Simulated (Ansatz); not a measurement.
# Au: the cost of one run

Computed with Ansatz 0.2.0 (DFT PBE, scalar-relativistic, plane waves, PAW, unless a step's input says otherwise).

### Step 1. Starting point

The structure is orthorhombic, space group Pnma (No. 62). Conventional cell: a = 4.086 Å, b = 6.774 Å, c = 3.047 Å, α = 90.00°, β = 90.00°, γ = 90.00°. Au (site symmetry m) is surrounded by 2 Au at 2.16 Å.

As a file:

```xyz
4
Lattice="4.0861 0.0000 0.0000 0.0000 6.7740 0.0000 0.0000 0.0000 3.0467" Properties=species:S:1:pos:R:3 pbc="T T T"
Au    0.0838    1.6935    1.9340
Au    4.0023    5.0805    1.1127
Au    1.9593    5.0805    0.4107
Au    2.1268    1.6935    2.6360
```

This is candidate A: N type (Pnma, No. 62).

(A quick probe on a coarse mesh, which set the mesh and smearing, is not shown.)

### Step 3. Rough relaxation on the coarse mesh (candidate A)

File input.yaml:

```yaml
crystal:
  lattice:
    - [4.0860647692, 0.0, 0.0]
    - [0.0, 6.773970926, 0.0]
    - [0.0, 0.0, 3.0466951669]
  atoms:
    - { symbol: Au, position: [0.0205, 0.25, 0.6348] }
    - { symbol: Au, position: [0.9795, 0.75, 0.3652] }
    - { symbol: Au, position: [0.4795, 0.75, 0.1348] }
    - { symbol: Au, position: [0.5205, 0.25, 0.8652] }
basis:
  ecutwfc: 420
kpoints:
  mp_grid: { grid: [4, 4, 6] }
hamiltonian:
  xc: pbe
scf:
  occupations: { method: gaussian, width: 0.1 }
  lower_state_search: "off"
output:
  forces: true
  stress: true
  eigenvalues: true
relax:
  adjacent_minimum: "off"
  f_tol: 0.04
  max_steps: 70
  cell: { stress_tol: 0.4 }
```

Q: Estimate wall time and peak memory on 1 thread of an x86-64 CPU, shared host.

About 82 s, with a peak of 0.48 GiB.
